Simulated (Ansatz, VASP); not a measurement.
# BN in VASP and in Ansatz

```
CELL_PARAMETERS angstrom
0.00000 1.81300 1.81300
1.81300 0.00000 1.81300
1.81300 1.81300 0.00000
ATOMIC_POSITIONS crystal
N 0.25000 0.25000 0.25000
B 0.00000 0.00000 0.00000
```

The cell is a database's computed one.

Alike in both runs: task relaxation of cell and atoms; functional PBE; k mesh 13 × 13 × 13; occupations fermi-dirac, width 0.05 eV; no spin polarisation.

|  | VASP | Ansatz |
| --- | --- | --- |
| version | VASP 6.6.1 | Ansatz 0.2.0 |
| potentials or method | VASP PAW PBE potentials, release 54 (N, B) | Ansatz PAW |
| plane-wave cutoff (eV) | 600 | 420 |
| valence electrons in the cell | 8 | 8 |

```csv
,VASP,Ansatz,Ansatz less VASP
"gap on the k mesh at the Fermi level, each at its own relaxed structure (eV)",4.52,4.54,+0.012
relaxed volume (Å³/atom),5.95,5.95,+0.001
relaxed cell length with the largest relative difference (Å),2.563,2.563,+0.0001
```

Caveats: an odd mesh through Γ misses points on the zone boundary, where band edges often lie (VASP); odd divisions of the mesh miss points on the zone boundary, where band edges often lie, so the gap on the mesh can be too wide (Ansatz); the plane-wave basis is chosen anew once the cell has moved, so the energies of steps on either side of that aren't comparable (Ansatz); the pressure holds a Pulay correction of +1.1 GPa for the finite cutoff (Ansatz).
